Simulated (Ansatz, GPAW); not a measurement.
# A Ag chain with one P atom in line: relaxation, then transmission at several levels

How well does a Ag chain with one P atom in line conduct once its atoms have relaxed, and how much do cheaper levels lose?

Calculated with GPAW 26.7.0 and Ansatz 0.2.0; Ansatz plane waves; relaxation of the junction with the lead ends held; PAW set soft_1, in the first sound run; inputs show where later runs differ.

### 1. The starting structure

The cell holds 15 atoms: 14 Ag and 1 P. Cell: a = 9.000 Å, b = 9.000 Å, c = 39.233 Å, α = 90.0°, β = 90.0°, γ = 90.0°. Regions: left lead, 7 atoms (7 Ag); channel, 1 atom (1 P); right lead, 7 atoms (7 Ag). Vacuum lies along a and b. The structure is stacked along c, and the current runs across the ab planes.

Structure file:

```cif
data_structure
_symmetry_space_group_name_H-M 'P 1'
_symmetry_Int_Tables_number 1
_cell_length_a 9.0000
_cell_length_b 9.0000
_cell_length_c 39.2332
_cell_angle_alpha 90.000
_cell_angle_beta 90.000
_cell_angle_gamma 90.000
_cell_volume 3177.89
loop_
_atom_site_label
_atom_site_type_symbol
_atom_site_fract_x
_atom_site_fract_y
_atom_site_fract_z
_atom_site_occupancy
Ag1 Ag 0.50000 0.50000 0.03390 1
Ag2 Ag 0.50000 0.50000 0.10170 1
Ag3 Ag 0.50000 0.50000 0.16950 1
Ag4 Ag 0.50000 0.50000 0.23730 1
Ag5 Ag 0.50000 0.50000 0.30510 1
Ag6 Ag 0.49523 0.49688 0.37320 1
Ag7 Ag 0.49825 0.50175 0.44132 1
P8 P 0.49519 0.50339 0.49954 1
Ag9 Ag 0.50698 0.50243 0.55889 1
Ag10 Ag 0.50067 0.50072 0.62735 1
Ag11 Ag 0.50000 0.50000 0.69490 1
Ag12 Ag 0.50000 0.50000 0.76270 1
Ag13 Ag 0.50000 0.50000 0.83050 1
Ag14 Ag 0.50000 0.50000 0.89830 1
Ag15 Ag 0.50000 0.50000 0.96610 1
```

### 2. Relaxation

Transmission follows bond lengths closely, so the atoms between the held lead ends are relaxed first, from a slightly shaken start that lets symmetry break.

File input.yaml:

```yaml
crystal:
  lattice:
    - [9.0, 0.0, 0.0]
    - [0.0, 9.0, 0.0]
    - [0.0, 0.0, 39.2332]
  atoms:
    - { symbol: Ag, position: [0.5, 0.5, 0.0338998603] }
    - { symbol: Ag, position: [0.5, 0.5, 0.101699581] }
    - { symbol: Ag, position: [0.5, 0.5, 0.1694993016] }
    - { symbol: Ag, position: [0.5, 0.5, 0.2372990223] }
    - { symbol: Ag, position: [0.5, 0.5, 0.3050987429] }
    - { symbol: Ag, position: [0.4952304233, 0.4968781743, 0.3731996919] }
    - { symbol: Ag, position: [0.4982530446, 0.501752054, 0.4413155111] }
    - { symbol: P, position: [0.4951882287, 0.5033902126, 0.4995445322] }
    - { symbol: Ag, position: [0.5069802833, 0.5024289631, 0.558889673] }
    - { symbol: Ag, position: [0.500671626, 0.5007165931, 0.6273535053] }
    - { symbol: Ag, position: [0.5, 0.5, 0.6949012571] }
    - { symbol: Ag, position: [0.5, 0.5, 0.7627009777] }
    - { symbol: Ag, position: [0.5, 0.5, 0.8305006984] }
    - { symbol: Ag, position: [0.5, 0.5, 0.898300419] }
    - { symbol: Ag, position: [0.5, 0.5, 0.9661001397] }
kpoints:
  mp_grid: { grid: [1, 1, 2] }
hamiltonian:
  xc: pbe
  pseudopotentials: { kind: paw, azcp: { folder: soft_1 } }
scf:
  occupations: { method: fermi_dirac, width: 0.1 }
relax:
  f_tol: 0.03
  max_steps: 80
  constraints: [{ sites: [0, 1, 2, 3, 4, 10, 11, 12, 13, 14] }]
```

The run is started by

```sh
> ansatz run input.yaml --threads 4 --pin off --max-ram 8192MiB --backend cpu --events-out ev --progress --plain --runs-dir out
```

Numbers of over 12 decimals in the logs are rounded to 6 here.

The program printed:

```text
Engine: ansatz 0.2.0, x86_64-unknown-linux-gnu
Pseudopotentials: kind: paw
Pseudopotential: Ag, paw, valence charge 19, recommended cutoff 420 eV (normal), soft_1/Ag.paw.azcp
Pseudopotential: P, paw, valence charge 5, recommended cutoff 420 eV (normal), soft_1/P.paw.azcp
Functional definition: PBE
  parameter kappa = 0.804
  parameter beta = 0.066725
  exchange = pbe_x(kappa = kappa, mu = beta*pi^2/3)
  correlation = pbe_c(beta = beta)
Crystal: 15 atoms, lattice volume = 3177.889 Å³
Basis set: ecut = 420 eV, 61999 PW (Γ), exchange–correlation on 128×128×540 points (8 copies of the dense FFT grid, shifted against one another)
Bands: 163, of which v1, the nominal top of the filled ones, is band 136 counted from 1 (135 counted from 0)
Symmetry: 1 space group operations
Space group: P1 (ITA 1), of the structure as read, at distance tolerance 1.5e-4 Å
k-points: 2
Non-local potential: Ag, projectors of the file, l = 0: 3, l = 1: 2, l = 2: 2, l = 3: 1
Non-local potential: P, projectors of the file, l = 0: 2, l = 1: 2, l = 2: 1
PAW form: soft (Blöchl's): semilocal exchange-correlation on the pseudo side does not see the compensation charge
PAW one-centre angular grid: Ag, 590 points (default); XC on 64 Gauss nodes
PAW one-centre angular grid: P, 110 points (default); XC on 64 Gauss nodes
Initial density: superposition of atomic densities (neutral atoms: chi_scale 0, normalization atom)
Initial wavefunctions: pseudopotential atomic-orbital guess
Functional: x = pbe(κ = 0.804, μ = 0.219515), c = pbe(β = 0.066725)
SCF iter   1: F=—  HF=-107004.301251 eV  |F-HF|=—  |Δ(HF+E_count)|=         —  Δρ=9.90e-3  dr2=1.61e1  ethr=3.10e-3  ⟨swp⟩=8.5  Hψ=1465  notcnv=0  defer=3
preconditioner: auto → LDOS  [metal: Δε(μ)=0.201 eV  Ē_g=6.009 eV  σ=0.100 eV  W_gap=0.42  n_scr=330 (ndim 8)  ℏωp=8.3 eV  f_vac=0.777  D(μ)=10.94/eV (n_scr^D=28)  β→1.0]
SCF iter   2: F=—  HF=-107003.905950 eV  |F-HF|=—  |Δ(HF+E_count)|=   3.95e-1  Δρ=8.50e-3  dr2=6.28e0  ethr=3.10e-3  ⟨swp⟩=3.0  Hψ=581  notcnv=0  defer=28
SCF iter   3: F=—  HF=-107003.362460 eV  |F-HF|=—  |Δ(HF+E_count)|=   5.43e-1  Δρ=4.10e-3  dr2=1.07e0  ethr=2.32e-3  ⟨swp⟩=3.0  Hψ=566  notcnv=0  defer=20
SCF iter   4: F=—  HF=-107003.252566 eV  |F-HF|=—  |Δ(HF+E_count)|=   1.10e-1  Δρ=2.61e-3  dr2=5.55e-1  ethr=3.96e-4  ⟨swp⟩=2.0  Hψ=422  notcnv=0  defer=22
SCF iter   5: F=—  HF=-107003.181714 eV  |F-HF|=—  |Δ(HF+E_count)|=   7.09e-2  Δρ=1.19e-3  dr2=8.51e-2  ethr=2.05e-4  ⟨swp⟩=2.0  Hψ=465  notcnv=0  defer=22
SCF iter   6: F=—  HF=-107003.174560 eV  |F-HF|=—  |Δ(HF+E_count)|=   7.15e-3  Δρ=7.06e-4  dr2=4.18e-2  ethr=3.14e-5  ⟨swp⟩=2.0  Hψ=537  notcnv=0  defer=22
SCF iter   7: F=—  HF=-107003.172448 eV  |F-HF|=—  |Δ(HF+E_count)|=   2.11e-3  Δρ=2.61e-4  dr2=8.17e-3  ethr=1.54e-5  ⟨swp⟩=2.0  Hψ=456  notcnv=0  defer=22
SCF iter   8: F=—  HF=-107003.173085 eV  |F-HF|=—  |Δ(HF+E_count)|=   6.37e-4  Δρ=7.40e-5  dr2=3.81e-4  ethr=3.02e-6  ⟨swp⟩=2.0  Hψ=460  notcnv=0  defer=22
SCF iter   9: F=—  HF=-107003.173242 eV  |F-HF|=—  |Δ(HF+E_count)|=   1.56e-4  Δρ=4.09e-5  dr2=1.52e-4  ethr=1.40e-7  ⟨swp⟩=2.0  Hψ=462  notcnv=0  defer=22
SCF iter  10: F=—  HF=-107003.173260 eV  |F-HF|=—  |Δ(HF+E_count)|=   1.82e-5  Δρ=2.17e-5  dr2=4.98e-5  ethr=5.60e-8  ⟨swp⟩=2.0  Hψ=456  notcnv=0  defer=22
SCF iter  11: F=-107003.173245 eV  HF=-107003.173258 eV  |F-HF|=1.21e-5  |Δ(HF+E_count)|=   2.12e-6  Δρ=1.29e-5  dr2=1.76e-5  ethr=8.30e-9  ⟨swp⟩=5.0  Hψ=1023  notcnv=0
SCF 1 converged in 11 iterations: F = -107003.173245 eV  dr2 = 1.76e-5
  greatest PAW one-centre occupation: 1.001 electrons in one spin orbital (limit 2), on the Ag atom at site 6 (counted from 0), in its partial waves of l = 0
relax step   1: F+E_penalty+E_count = -107003.17324550 eV  Δ(F+E_penalty+E_count) = +0.000e0 eV  max|allowed force component| = 3.509e-1 eV/Å  Δτ_max = 0.0000 Å  (11 SCF iters, dr2 threshold 2.25e-5 eV, accepted)
Initial density: handed on by an earlier stage of this run
Initial wavefunctions: those handed on with the density
iter 1 solved again at ethr=3.31e-7 eV; its pass at ethr=3.10e-3 eV (dr2=8.97e-4 eV) is discarded
SCF iter   1: F=—  HF=-107003.178424 eV  |F-HF|=—  |Δ(HF+E_count)|=         —  Δρ=1.67e-4  dr2=1.11e-3  ethr=3.31e-7  ⟨swp⟩=3.0  Hψ=1127  notcnv=0  defer=27
preconditioner: auto → LDOS  [metal: Δε(μ)=0.114 eV  Ē_g=6.271 eV  σ=0.100 eV  W_gap=0.26  n_scr=330 (ndim 8)  ℏωp=8.3 eV  f_vac=0.786  D(μ)=15.67/eV (n_scr^D=38)  β→1.0]
SCF iter   2: F=—  HF=-107003.178574 eV  |F-HF|=—  |Δ(HF+E_count)|=   1.49e-4  Δρ=1.35e-4  dr2=9.26e-4  ethr=3.31e-7  ⟨swp⟩=3.5  Hψ=733  notcnv=0  defer=27
SCF iter   3: F=—  HF=-107003.178409 eV  |F-HF|=—  |Δ(HF+E_count)|=   1.65e-4  Δρ=3.80e-5  dr2=1.11e-4  ethr=3.31e-7  ⟨swp⟩=2.0  Hψ=571  notcnv=0  defer=27
SCF iter   4: F=—  HF=-107003.178398 eV  |F-HF|=—  |Δ(HF+E_count)|=   1.05e-5  Δρ=2.18e-5  dr2=3.66e-5  ethr=4.08e-8  ⟨swp⟩=2.0  Hψ=458  notcnv=0  defer=27
SCF iter   5: F=—  HF=-107003.178396 eV  |F-HF|=—  |Δ(HF+E_count)|=   1.87e-6  Δρ=1.37e-5  dr2=1.73e-5  ethr=1.35e-8  ⟨swp⟩=2.0  Hψ=458  notcnv=0  defer=27
SCF iter   6: F=—  HF=-107003.178397 eV  |F-HF|=—  |Δ(HF+E_count)|=   1.51e-7  Δρ=1.07e-5  dr2=8.19e-6  ethr=6.38e-9  ⟨swp⟩=2.0  Hψ=516  notcnv=0  defer=27
SCF iter   7: F=-107003.178395 eV  HF=-107003.178395 eV  |F-HF|=6.42e-7  |Δ(HF+E_count)|=   1.23e-6  Δρ=3.55e-6  dr2=1.04e-6  ethr=2.84e-9  ⟨swp⟩=4.5  Hψ=1039  notcnv=0
SCF 2 converged in 7 iterations: F = -107003.178395 eV  dr2 = 1.04e-6
relax step   2: F+E_penalty+E_count = -107003.17839475 eV  Δ(F+E_penalty+E_count) = -5.149e-3 eV  max|allowed force component| = 1.454e-1 eV/Å  Δτ_max = 0.0176 Å  (7 SCF iters, dr2 threshold 7.70e-6 eV, accepted)
SCF iter   1: F=—  HF=-107003.219569 eV  |F-HF|=—  |Δ(HF+E_count)|=         —  Δρ=1.23e-3  dr2=6.56e-2  ethr=3.99e-4  ⟨swp⟩=4.0  Hψ=712  notcnv=0  defer=26
preconditioner: auto → LDOS  [metal: Δε(μ)=0.014 eV  Ē_g=6.216 eV  σ=0.100 eV  W_gap=0.03  n_scr=330 (ndim 8)  ℏωp=8.3 eV  f_vac=0.786  D(μ)=15.40/eV (n_scr^D=38)  β→1.0]
SCF iter   2: F=—  HF=-107003.215743 eV  |F-HF|=—  |Δ(HF+E_count)|=   3.83e-3  Δρ=1.04e-3  dr2=6.03e-2  ethr=2.42e-5  ⟨swp⟩=3.0  Hψ=781  notcnv=0  defer=26
SCF iter   3: F=—  HF=-107003.203006 eV  |F-HF|=—  |Δ(HF+E_count)|=   1.27e-2  Δρ=1.99e-4  dr2=5.51e-3  ethr=2.23e-5  ⟨swp⟩=2.0  Hψ=538  notcnv=0  defer=26
SCF iter   4: F=—  HF=-107003.202983 eV  |F-HF|=—  |Δ(HF+E_count)|=   2.32e-5  Δρ=1.42e-4  dr2=1.55e-3  ethr=2.03e-6  ⟨swp⟩=2.0  Hψ=304  notcnv=0  defer=26
SCF iter   5: F=—  HF=-107003.202904 eV  |F-HF|=—  |Δ(HF+E_count)|=   7.91e-5  Δρ=6.92e-5  dr2=3.69e-4  ethr=5.72e-7  ⟨swp⟩=2.0  Hψ=463  notcnv=0  defer=26
SCF iter   6: F=—  HF=-107003.203501 eV  |F-HF|=—  |Δ(HF+E_count)|=   5.97e-4  Δρ=3.40e-5  dr2=1.26e-4  ethr=1.36e-7  ⟨swp⟩=1.5  Hψ=327  notcnv=0  defer=26
SCF iter   7: F=—  HF=-107003.203509 eV  |F-HF|=—  |Δ(HF+E_count)|=   8.67e-6  Δρ=2.64e-5  dr2=4.71e-5  ethr=4.65e-8  ⟨swp⟩=2.0  Hψ=459  notcnv=0  defer=26
SCF iter   8: F=—  HF=-107003.203504 eV  |F-HF|=—  |Δ(HF+E_count)|=   5.26e-6  Δρ=9.04e-6  dr2=5.27e-6  ethr=1.74e-8  ⟨swp⟩=2.0  Hψ=460  notcnv=0  defer=26
SCF iter   9: F=-107003.203504 eV  HF=-107003.203504 eV  |F-HF|=3.05e-7  |Δ(HF+E_count)|=   6.25e-8  Δρ=3.65e-6  dr2=1.04e-6  ethr=4.87e-10  ⟨swp⟩=4.0  Hψ=1249  notcnv=0
SCF 3 converged in 9 iterations: F = -107003.203504 eV  dr2 = 1.04e-6
  greatest PAW one-centre occupation: 1.001 electrons in one spin orbital (limit 2), on the Ag atom at site 8 (counted from 0), in its partial waves of l = 0
relax step   3: F+E_penalty+E_count = -107003.20350359 eV  Δ(F+E_penalty+E_count) = -2.511e-2 eV  max|allowed force component| = 3.806e-1 eV/Å  Δτ_max = 0.2000 Å  (9 SCF iters, dr2 threshold 1.32e-6 eV, accepted)
[... from here on, the SCF cycles and remarks between the steps are left out ...]
relax step   4: F+E_penalty+E_count = -107003.24818566 eV  Δ(F+E_penalty+E_count) = -4.468e-2 eV  max|allowed force component| = 2.911e-1 eV/Å  Δτ_max = 0.2000 Å  (8 SCF iters, dr2 threshold 2.49e-5 eV, accepted)
relax step   5: F+E_penalty+E_count = -107003.27598974 eV  Δ(F+E_penalty+E_count) = -2.780e-2 eV  max|allowed force component| = 1.878e-1 eV/Å  Δτ_max = 0.1205 Å  (6 SCF iters, dr2 threshold 4.95e-5 eV, accepted)
relax step   6: F+E_penalty+E_count = -107003.31081027 eV  Δ(F+E_penalty+E_count) = -3.482e-2 eV  max|allowed force component| = 1.656e-1 eV/Å  Δτ_max = 0.2000 Å  (8 SCF iters, dr2 threshold 1.47e-5 eV, accepted)
relax step   7: F+E_penalty+E_count = -107003.33934099 eV  Δ(F+E_penalty+E_count) = -2.853e-2 eV  max|allowed force component| = 1.496e-1 eV/Å  Δτ_max = 0.1998 Å  (9 SCF iters, dr2 threshold 1.14e-5 eV, accepted)
relax step   8: F+E_penalty+E_count = -107003.36467439 eV  Δ(F+E_penalty+E_count) = -2.533e-2 eV  max|allowed force component| = 1.880e-1 eV/Å  Δτ_max = 0.1935 Å  (8 SCF iters, dr2 threshold 1.74e-5 eV, accepted)
relax step   9: F+E_penalty+E_count = -107003.39393750 eV  Δ(F+E_penalty+E_count) = -2.926e-2 eV  max|allowed force component| = 2.643e-1 eV/Å  Δτ_max = 0.1956 Å  (7 SCF iters, dr2 threshold 2.89e-5 eV, accepted)
relax step  10: F+E_penalty+E_count = -107003.42304782 eV  Δ(F+E_penalty+E_count) = -2.911e-2 eV  max|allowed force component| = 1.499e-1 eV/Å  Δτ_max = 0.1959 Å  (7 SCF iters, dr2 threshold 6.98e-5 eV, accepted)
relax step  11: F+E_penalty+E_count = -107003.43658357 eV  Δ(F+E_penalty+E_count) = -1.354e-2 eV  max|allowed force component| = 2.092e-2 eV/Å  Δτ_max = 0.1934 Å  (7 SCF iters, dr2 threshold 7.23e-6 eV, accepted)
relax step  12: F+E_penalty+E_count = -107003.43658589 eV  Δ(F+E_penalty+E_count) = -2.330e-6 eV  max|allowed force component| = 2.078e-2 eV/Å  Δτ_max = 0.0000 Å  (5 SCF iters, accepted)
relax step  13: F+E_penalty+E_count = -107003.43809208 eV  Δ(F+E_penalty+E_count) = -1.506e-3 eV  max|allowed force component| = 2.376e-2 eV/Å  Δτ_max = 0.1432 Å  (9 SCF iters, accepted)
SCF iter   1: F=—  HF=-107003.438524 eV  |F-HF|=—  |Δ(HF+E_count)|=         —  Δρ=2.34e-4  dr2=1.90e-3  ethr=2.53e-6  ⟨swp⟩=3.0  Hψ=857  notcnv=0  defer=23
preconditioner: auto → LDOS  [metal: Δε(μ)=0.160 eV  Ē_g=6.070 eV  σ=0.100 eV  W_gap=0.36  n_scr=330 (ndim 8)  ℏωp=8.3 eV  f_vac=0.783  D(μ)=11.28/eV (n_scr^D=30)  β→1.0]
SCF iter   2: F=—  HF=-107003.438424 eV  |F-HF|=—  |Δ(HF+E_count)|=   9.97e-5  Δρ=1.81e-4  dr2=1.74e-3  ethr=7.00e-7  ⟨swp⟩=3.0  Hψ=785  notcnv=0  defer=23
SCF iter   3: F=—  HF=-107003.437960 eV  |F-HF|=—  |Δ(HF+E_count)|=   4.64e-4  Δρ=2.94e-5  dr2=7.68e-5  ethr=6.43e-7  ⟨swp⟩=2.0  Hψ=548  notcnv=0  defer=23
SCF iter   4: F=—  HF=-107003.438586 eV  |F-HF|=—  |Δ(HF+E_count)|=   6.25e-4  Δρ=1.32e-5  dr2=7.15e-6  ethr=2.83e-8  ⟨swp⟩=2.0  Hψ=464  notcnv=0  defer=23
SCF iter   5: F=—  HF=-107003.438585 eV  |F-HF|=—  |Δ(HF+E_count)|=   3.61e-7  Δρ=7.79e-6  dr2=2.20e-6  ethr=2.64e-9  ⟨swp⟩=2.0  Hψ=552  notcnv=0  defer=23
SCF iter   6: F=—  HF=-107003.438585 eV  |F-HF|=—  |Δ(HF+E_count)|=   3.15e-7  Δρ=2.11e-6  dr2=3.66e-7  ethr=8.10e-10  ⟨swp⟩=2.0  Hψ=552  notcnv=0  defer=23
SCF iter   7: F=-107003.438585 eV  HF=-107003.438585 eV  |F-HF|=9.81e-9  |Δ(HF+E_count)|=   3.78e-8  Δρ=7.88e-7  dr2=3.89e-8  ethr=3.69e-11  ⟨swp⟩=5.0  Hψ=1060  notcnv=0
SCF 14 converged in 7 iterations: F = -107003.438585 eV  dr2 = 3.89e-8
relax step  14: F+E_penalty+E_count = -107003.43858492 eV  Δ(F+E_penalty+E_count) = -4.928e-4 eV  max|allowed force component| = 8.160e-3 eV/Å  Δτ_max = 0.0320 Å  (7 SCF iters, accepted)
SCF converged after 7 iterations
Free energy (F): -107003.438585 eV
Harris-Foulkes:  -107003.438585 eV  (|F-HF|=9.81e-9)
Internal energy: -107003.088407 eV  (E = F + TS)
E sigma→0 (E₀):  -107003.263496 eV
Entropy (-TS):   -0.350178 eV (-23.345 meV/atom)
Fermi energy:    -3.339938 eV
--- Per-component energies (eV) ---
  E_band       = -8409.652344
  E_kinetic    = 6631.818164
  E_local      = -94053.056290  (includes V_loc(G=0)·N_el)
  E_nonlocal   = 497.346993
  E_hartree    = 44216.168223
  E_xc         = -2265.871933
  E_vxc        = -2830.228222  (∫ρ·V_xc dr)
  E_paw        = -55976.682659  (= ΣΔE_a)
  E_vpaw       = -7087.881400  (= ΣTr[D̂ρ^β])
  E_aug_tail   = 0.005324  (compensation charges beyond the density's cutoff)
  E_ewald      = -6052.816229
  E_smearing   = -0.350178  (= −TS)
  E_closure    = -0.000000  (closes the sum)
  Σ components = -107003.438585   (vs F -107003.438585, Δ=0.00e0)
--- Forces (eV/Å), atoms counted from 1 ---
  atom   1  Ag    -0.00001866     0.00002449     0.02020141
  atom   2  Ag     0.00011730    -0.00016329    -0.02437441
  atom   3  Ag     0.00041173    -0.00053546     0.03384856
  atom   4  Ag    -0.00459416     0.00641747    -0.03877911
  atom   5  Ag     0.00499024    -0.00815691     0.48734225
  atom   6  Ag    -0.00233857     0.00110102     0.00553230
  atom   7  Ag     0.00301920    -0.00140869    -0.00815962
  atom   8  P     -0.00329631     0.00494002    -0.00070141
  atom   9  Ag     0.00315795    -0.00099451     0.00111926
  atom  10  Ag    -0.00218905     0.00137033     0.00020605
  atom  11  Ag     0.00503920    -0.00855576    -0.48542986
  atom  12  Ag    -0.00484957     0.00666994     0.03884524
  atom  13  Ag     0.00044198    -0.00055572    -0.03388344
  atom  14  Ag     0.00012423    -0.00016989     0.02439702
  atom  15  Ag    -0.00001964     0.00002509    -0.02020908
  max |Σ_I F_I| component: 4.48e-5 eV/Å
--- Relaxed structure (14 steps of the walk, 14 accepted, 0 SCFs on fresh bases) ---
  F+E_penalty+E_count = -107003.43858492 eV   max|allowed force component| = 8.160e-3 eV/Å
  atoms:
    - { symbol: Ag, position: [0.5, 0.5, 0.033900] }
    - { symbol: Ag, position: [0.5, 0.5, 0.101700] }
    - { symbol: Ag, position: [0.5, 0.5, 0.1694993016] }
    - { symbol: Ag, position: [0.5, 0.5, 0.237299] }
    - { symbol: Ag, position: [0.5, 0.5, 0.3050987429] }
    - { symbol: Ag, position: [0.487655, 0.517109, 0.376063] }
    - { symbol: Ag, position: [0.509005, 0.483753, 0.450205] }
    - { symbol: P, position: [0.424082, 0.601795, 0.500250] }
    - { symbol: Ag, position: [0.509186, 0.483034, 0.550183] }
    - { symbol: Ag, position: [0.487069, 0.517666, 0.623970] }
    - { symbol: Ag, position: [0.5, 0.5, 0.6949012571] }
    - { symbol: Ag, position: [0.5, 0.5, 0.7627009777] }
    - { symbol: Ag, position: [0.5, 0.5, 0.8305006984] }
    - { symbol: Ag, position: [0.5, 0.5, 0.898300] }
    - { symbol: Ag, position: [0.5, 0.5, 0.966100] }
```

The job ended after 3.5 min (4 threads of AMD EPYC 7R43, shared host; peak memory 4.4 GiB).

The steps of the relaxation:

```tsv
step	energy less that of the first step (eV)	largest force component (eV/Å)
1	0.0000	0.3509
2	-0.0051	0.1454
3	-0.0303	0.3806
4	-0.0749	0.2911
5	-0.1027	0.1878
6	-0.1376	0.1656
7	-0.1661	0.1496
8	-0.1914	0.1880
9	-0.2207	0.2643
10	-0.2498	0.1499
11	-0.2633	0.0209
12	-0.2633	0.0208
13	-0.2648	0.0238
14	-0.2653	0.0082
```

The atoms that moved most (Å):

```tsv
atom	dx	dy	dz	length
P8	-0.640	0.886	0.028	1.093
Ag7	0.097	-0.162	0.349	0.397
Ag9	0.020	-0.175	-0.342	0.384
Ag10	-0.122	0.153	-0.133	0.236
Ag6	-0.068	0.182	0.112	0.225
```

This step gave:

```yaml
free_energy: -107003.4386 eV
smearing_term_ts: 0.3502 eV
symmetry_operations: 1
```

The relaxation lowered the energy of the cell by 0.265 eV.

(Part 1 of 4 ends here.)

[Logs are printed without paths, hosts, clocks, repeated set-up lines and the standing remarks that a program may print on its own settings, such as how far it seeks lower states.]

[Hosts, paths, dates, database ids (printed as entryN), source tags and the programs' standing remarks are cut or masked in the printed files.]
